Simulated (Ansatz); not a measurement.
Here is the system:

```yaml
crystal:
  lattice:
    - [4.00716, 0.00000, 0.00000]
    - [0.00000, 4.00716, 0.00000]
    - [0.00000, 0.00000, 4.00716]
  atoms:
    - { symbol: Ba, position: [0.00000, 0.00000, 0.00000] }
    - { symbol: Sn, position: [0.50000, 0.50000, 0.50000] }
    - { symbol: O, position: [0.00000, 0.50000, 0.50000] }
    - { symbol: O, position: [0.50000, 0.50000, 0.00000] }
    - { symbol: O, position: [0.50000, 0.00000, 0.50000] }
```

No spin polarisation.

Computed with plane-wave PAW DFT at the r2SCAN level (Ansatz, an electronic-structure program, 500 eV), no spin-orbit coupling. k-mesh 8×8×8 (Γ-centred); smearing 0.05 eV (Fermi–Dirac).

**Question.** Predict the electron mass and gap character.

**Answer.** The electron mass comes out as 0.24 mₑ (at Γ) and the gap character comes out as indirect, R → Γ.

Load acts through the strain it causes; cell and atoms are relaxed under it. Effective masses come from finite differences of ±0.01 Å⁻¹. No phonon test of stability was made. No other phases were tried under pressure. The cell was made from BaSnO3 in the cubic perovskite structure (space group Pm-3m, No. 221) by this change: pressure 18 GPa.
